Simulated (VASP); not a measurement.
# SiO2 (Stishovite) (P4_2/mnm) in VASP: notebook, part 4 of 4

VASP 6.6.1. The steps go on from the part before.

## 6. Relaxation of cell and atoms, RPBE

Input file INCAR:

```
  ALGO = Normal
  EDIFF = 1E-6
  EDIFFG = -0.01
  ENCUT = 600
  GGA = RP
  IBRION = 2
  ISIF = 3
  ISMEAR = 0
  KPAR = 2
  LASPH = True
  LCHARG = False
  LREAL = False
  LWAVE = False
  NELM = 80
  NSW = 90
  PREC = Accurate
  SIGMA = 0.03
```

Input file KPOINTS:

```
k-points
0
Gamma
  8 8 10
```

Input file POSCAR:

```
SiO2
1.0
    4.1773000000      0.0000000000      0.0000000000
    0.0000000000      4.1773000000      0.0000000000
    0.0000000000      0.0000000000      2.6652000000
Si O
2 4
Direct
    0.0000000000      0.0000000000      0.0000000000
    0.5000000000      0.5000000000      0.5000000000
    0.3059000000      0.3059000000      0.0000000000
    0.1941000000      0.8059000000      0.5000000000
    0.6941000000      0.6941000000      0.0000000000
    0.8059000000      0.1941000000      0.5000000000
```

Potentials or basis: VASP PAW PBE potentials, release 64 (Si, O).

Launch:

```console
> cat potpaw_PBE.64/Si/POTCAR potpaw_PBE.64/O/POTCAR > POTCAR
> mpirun -np 2 vasp_std > vasp.out
```

OUTCAR:

```text
EDIFF = 1E-6
   EDIFFG = -0.01
   ENCUT = 600
   GGA = RP
   IBRION = 2
   ISIF = 3
   ISMEAR = 0
   LASPH = True
   LREAL = False
   NELM = 80
   NSW = 90
   PREC = Accurate

 ion  position               nearest neighbor table
   1  0.000  0.000  0.000-   4 1.76   6 1.76   4 1.76   6 1.76   5 1.81   3 1.81
   2  0.500  0.500  0.500-   3 1.76   5 1.76   3 1.76   5 1.76   4 1.81   6 1.81
   3  0.306  0.306  0.000-   2 1.76   2 1.76   1 1.81
   4  0.194  0.806  0.500-   1 1.76   1 1.76   2 1.81
   5  0.694  0.694  0.000-   2 1.76   2 1.76   1 1.81
   6  0.806  0.194  0.500-   1 1.76   1 1.76   2 1.81

  LATTYP: Found a simple tetragonal cell.
 ALAT       =     4.1773000000
 C/A-ratio  =     0.6380197735

  Lattice vectors:

 A1 = (   4.1773000000,   0.0000000000,   0.0000000000)
 A2 = (   0.0000000000,   4.1773000000,   0.0000000000)
 A3 = (   0.0000000000,   0.0000000000,   2.6652000000)

Analysis of symmetry for initial positions (statically):
=====================================================================
 Subroutine PRICEL returns:
 Original cell was already a primitive cell.

 Routine SETGRP: Setting up the symmetry group for a
 simple tetragonal supercell.

 Subroutine GETGRP returns: Found 16 space group operations
[... 185 lines left out ...]
  -------------------------------------------------------------------------------------
  Total        4.4584020      4.4584020      4.9644059      0.0000000      0.0000000      0.0000000
  in kB      153.5920255    153.5920255    171.0238711      0.0000000      0.0000000      0.0000000
  external PRESSURE =     159.4026407 kB  Pullay stress =       0.0000000 kB
[... 267 lines left out ...]
--------------------------------------- Ionic step        8  -------------------------------------------

 number of electron      32.0000004 magnetization

 Free energy of the ion-electron system (eV)
  ---------------------------------------------------
  ext. energy  EPLUGINS =         0.00000000
  ---------------------------------------------------
  free energy    TOTEN  =       -43.88606705 eV

  energy without entropy =      -43.88606705  energy(sigma->0) =      -43.88606705

 E-fermi :   7.7225     XC(G=0): -11.7965

 val. band max:        7.6032770766   @ k =   0.0000   0.0000   0.0000
 cond. band min:      12.4460284013   @ k =   0.0000   0.0000   0.0000
 fundamental gap:      4.8427513247
 Fermi energy:         7.7225473997

 k-point     1 :       0.0000    0.0000    0.0000
  band No.  band energies     occupation
      1     -14.4767      2.00000
      2     -11.1382      2.00000
      3     -11.1382      2.00000
      4     -11.0189      2.00000
      5      -2.8451      2.00000
      6       1.4991      2.00000
[... 541 lines left out ...]
     19      17.1856      0.00000
     20      17.1856      0.00000

 [... further k-points ...]

------------------------ aborting loop because EDIFF is reached ----------------------------------------

  FORCE on cell =-STRESS in cart. coord.  units (eV):
  Direction    XX          YY          ZZ          XY          YZ          ZX
  --------------------------------------------------------------------------------------
  -------------------------------------------------------------------------------------
  Total       -0.0273320     -0.0273320     -0.0535994      0.0000000      0.0000000      0.0000000
  in kB       -0.8914013     -0.8914013     -1.7480807      0.0000000      0.0000000      0.0000000
  external PRESSURE =      -1.1769611 kB  Pullay stress =       0.0000000 kB
[... 21 lines left out ...]
  FREE ENERGIE OF THE ION-ELECTRON SYSTEM (eV)
  ---------------------------------------------------
  free  energy   TOTEN  =       -43.8860670510 eV

  energy  without entropy=      -43.8860670510  energy(sigma->0) =      -43.88606705

 reached required accuracy - stopping structural energy minimisation
```

OSZICAR:

```text
N       E                     dE             d eps       ncg     rms          rms(c)
DAV:   1     0.188789990682E+03    0.18879E+03   -0.19994E+04  3624   0.174E+03
DAV:   2    -0.405293526106E+02   -0.22932E+03   -0.22034E+03  4944   0.346E+02
DAV:   3    -0.482092413829E+02   -0.76799E+01   -0.76568E+01  4312   0.675E+01
[... 60 lines left out ...]
       N       E                     dE             d eps       ncg     rms          rms(c)
DAV:   1    -0.438860845430E+02   -0.24589E-04   -0.13641E-03  3936   0.323E-01    0.307E-02
DAV:   2    -0.438860722760E+02    0.12267E-04   -0.31681E-05  4232   0.472E-02    0.154E-02
DAV:   3    -0.438860673945E+02    0.48815E-05   -0.64860E-06  4116   0.215E-02    0.388E-03
DAV:   4    -0.438860670510E+02    0.34344E-06   -0.92796E-07  2048   0.838E-03
   8 F= -.43886067E+02 E0= -.43886067E+02  d E =-.105382E-02
```

CONTCAR:

```text
SiO2
   1.00000000000000
     4.2654091988647824   -0.0000000000000000    0.0000000000000000
    -0.0000000000000000    4.2654091988647824    0.0000000000000000
     0.0000000000000000    0.0000000000000000    2.7001471943470463
  Si              O
     2     4
Direct
     0.0000000000000000    0.0000000000000000    0.0000000000000000
     0.5000000000000000    0.5000000000000000    0.5000000000000000
     0.3074842930699607    0.3074842930699607    0.0000000000000000
     0.1925157069300393    0.8074842930699606    0.5000000000000000
     0.6925157069300394    0.6925157069300394    0.0000000000000000
     0.8074842930699606    0.1925157069300393    0.5000000000000000

  0.00000000E+00  0.00000000E+00  0.00000000E+00
  0.00000000E+00  0.00000000E+00  0.00000000E+00
  0.00000000E+00  0.00000000E+00  0.00000000E+00
  0.00000000E+00  0.00000000E+00  0.00000000E+00
  0.00000000E+00  0.00000000E+00  0.00000000E+00
  0.00000000E+00  0.00000000E+00  0.00000000E+00
```

It took 95 s on 2 MPI ranks of Intel Xeon Platinum 8559C (Emerald Rapids), shared host; peak memory 0.22 GiB.

Results:

- Free energy: -43.8861 eV
- Relaxed volume: 8.19 Å³/atom
- Relaxed cell: a = 4.265 Å, b = 4.265 Å, c = 2.700 Å, α = 90.00°, β = 90.00°, γ = 90.00°
- Space group after relaxing (to 0.05 Å): P4_2/mnm (No. 136)
- Energy gained by relaxing: 19.8 meV/atom
- Ionic steps: 8
- Pressure after relaxing: -0.1 GPa
- Largest force after relaxing: 0.004 eV/Å
- Band gap on the k mesh: 4.84 eV, direct

Forces in eV/Å, atoms in the order of the input:
```
Si   0.000  0.000  0.000
Si   0.000  0.000  0.000
O    0.003  0.003  0.000
O   -0.003  0.003  0.000
O   -0.003 -0.003  0.000
O    0.003 -0.003  0.000
```

The path:
```csv
step,energy change (eV),largest force (eV/Å),pressure (GPa),volume (Å³)
1,0.0000,0.1317,15.94,46.51
2,0.0535,0.6521,-15.46,51.89
3,-0.1102,0.2608,0.07,48.83
4,-0.1102,0.2537,0.33,48.79
5,-0.1175,0.0047,0.21,49.00
6,-0.1176,0.0457,0.20,49.03
7,-0.1187,0.0083,-0.17,49.13
8,-0.1187,0.0040,-0.12,49.13
```

Final structure:
```xyz
6
Lattice="4.2654 0.0000 0.0000 0.0000 4.2654 0.0000 0.0000 0.0000 2.7001" Properties=species:S:1:pos:R:3 pbc="T T T"
Si    0.0000    0.0000    0.0000
Si    2.1327    2.1327    1.3501
O     1.3115    1.3115    0.0000
O     0.8212    3.4443    1.3501
O     2.9539    2.9539    0.0000
O     3.4443    0.8212    1.3501
```

Levels at points of the mesh, in eV from the valence-band top:
```csv
k point,band 13,band 14,band 15,band 16,band 17,band 18,band 19,band 20
"(0.00, 0.00, 0.00)",-2.48,-0.83,-0.83,0.00,4.84,6.67,8.30,8.30
"(0.50, 0.00, 0.00)",-2.57,-2.57,-1.03,-1.03,7.19,7.19,8.92,8.92
"(0.50, 0.50, 0.00)",-2.44,-2.44,-2.11,-2.11,6.92,6.92,9.77,9.77
"(0.00, 0.00, 0.50)",-2.74,-2.74,-2.50,-2.50,8.54,8.54,12.03,12.03
"(0.50, 0.00, 0.50)",-2.16,-2.16,-1.61,-1.61,8.37,8.37,9.32,9.32
"(0.50, 0.50, 0.50)",-1.70,-1.70,-1.42,-1.42,6.74,6.74,10.66,10.66
```

Caveat: the PAW data sets were made with another functional, which shifts forces and pressure a little.

## 7. Summary

| task | level | potentials or basis | cell | gap on the mesh (eV) | pressure (GPa) |
| --- | --- | --- | --- | --- | --- |
| relaxation of shape and atoms at fixed volume | LDA | VASP PAW LDA potentials, release 64 (Si, O) | atoms relaxed at fixed volume from: a relaxed cell with its volume scaled by 1.04 | 5.17 | -11.0 |
| relaxation of shape and atoms at fixed volume | LDA | VASP PAW LDA potentials, release 64 (Si, O) | atoms relaxed at fixed volume from: a relaxed cell with its volume scaled by 1.06 | 4.91 | -15.4 |
| relaxation of cell and atoms | r2SCAN | VASP PAW PBE potentials, release 64 (Si, O) | relaxed | 6.50 | -0.1 |
| relaxation of cell and atoms | RPBE | VASP PAW PBE potentials, release 64 (Si, O) | relaxed | 4.84 | -0.1 |

Alike in all rows: no spin polarisation; k mesh 8 × 8 × 10; cutoff (eV) 600; smearing gaussian 0.03 eV.

Caveats: the PAW data sets were made with another functional, which shifts forces and pressure a little (some runs); the relaxation stopped at its first step, so nothing moved (some runs).

Absolute energies hang on the potentials; compare differences alone.
